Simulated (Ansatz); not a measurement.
# Compressing C: a fit and a missing row

C, R-3m, a = 2.521 Å, c = 43.473 Å. Ansatz: PBE, PAW, 420 eV, Γ-centred 12×12×12 mesh on 14 atoms, Gaussian smearing 0.02 eV; no spin polarisation. Shape and atoms are relaxed at each volume; pressure is positive in compression.

| V (Å³/atom) | P (GPa) |
| --- | --- |
| 5.014 | ? |
| 5.185 | 48.58 |
| 5.356 | 30.04 |
| 5.527 | 13.96 |
| 5.698 | 0.00 |
| 5.869 | -12.12 |
| 6.040 | -22.64 |
| 6.268 | -34.54 |

Problem. Take V0 = 5.698 Å³/atom, fit the third-order Birch–Murnaghan form to the other rows, and predict the missing pressure.

Solution. With the Eulerian strain f = ½[(V0/V)^(2/3) − 1] and y = P/[3f(1 + 2f)^(5/2)], the form is the line y = B0 + 1.5 B0 (B0′ − 4) f. Rows (f, y): 0.03246, 426.3; 0.02106, 428.9; 0.01026, 431.1; -0.00976, 434.8; -0.01906, 436.3; -0.03079, 438.3. Means f = 0.0006950, y = 432.62; Σ(Δf)² = 0.003006, ΣΔfΔy = -0.5654; the slope is their ratio. y = 432.7 − 188.1 f GPa, so B0 = 432.7 GPa and B0′ = 4 + 2 × (-188.1)/(3 × 432.7) = 3.71. At V = 5.014, f = 0.04450, y = 424.33 and P = 70.11 GPa. The run gave 69.97 GPa, so the fit is 0.14 GPa too high, a small miss on the scale of the series.

Cost: 8 runs of about 43 core-minutes in all, on Intel Xeon Processor @ 2.50GHz (Skylake/Cascade Lake) (shared hosts).

The fit describes a very stiff solid whose resistance grows on compression: equal volume steps from equilibrium give 30.04 GPa inward but only -22.64 GPa outward. The small atomic volume and the cell shape suggest a long-period stacking variant of diamond, in which every carbon is sp3-bonded. Its stiffness then comes from a dense network of short, directional σ bonds, helped by the compact 2p shell, which has no p core beneath it. Changing the stacking leaves this nearest-neighbour bonding largely intact, so a bulk modulus close to that of cubic diamond is expected.

B0′ = 3.71 means that y falls with compression, although the bulk modulus itself still rises. The fall is steeper on the compressed side than on the expanded side, so the slight overshoot at the missing row probably reflects a higher-order strain term that a straight line can't carry. The smooth tensile branch doesn't establish an attainable strength, since shear or cleavage instabilities could intervene first.
